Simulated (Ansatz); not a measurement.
# What a change of settings does: Hg (diamond type)

First run: DFT, PBE, all-electron PAW with datasets made for the crystal, scalar-relativistic (Ansatz 0.2.0).

Command: `ansatz run input.yaml --threads 1 --pin off --max-ram 2048MiB --backend cpu --events-out ev --progress --plain --runs-dir out` It took 4.6 s on 1 thread of INTEL(R) XEON(R) PLATINUM 8581C CPU @ 2.10GHz (Emerald Rapids), with other jobs on the host, peak memory 0.43 GiB.

```yaml
crystal:
  lattice:
    - [0.0, 3.2354804097, 3.2354804097]
    - [3.2354804097, 0.0, 3.2354804097]
    - [3.2354804097, 3.2354804097, 0.0]
  atoms:
    - { symbol: Hg, position: [-0.125, -0.125, -0.125] }
    - { symbol: Hg, position: [0.125, 0.125, 0.125] }
kpoints:
  mp_grid: { grid: [11, 11, 11] }
scf:
  occupations: { method: fermi_dirac, width: 0.05 }
hamiltonian:
  xc: pbe
  pseudopotentials: { kind: all_electron, datasets: crystal }
output:
  forces: true
  stress: true
  eigenvalues: true
```

The cell comes from a relaxation on PAW files under the same functional, begun from a prototype that needn't be the stable phase.

This run: volume at 0.6 of the series' base cell.

It converges in 9 SCF iterations at a pressure of 4.17 GPa.

The input is then changed:

```diff
   occupations: { method: fermi_dirac, width: 0.05 }
+  convergence: { dr2_threshold: 1.0e-16 }
+  max_iter: 75
 hamiltonian:
```

Question: Does this change harm the result?

Answer: Not here: the run converges in 17 SCF iterations at a pressure of 4.17 GPa, free energy 0.0 meV/atom against the first run's, and its energy lies within 1 meV/atom of the first run's.
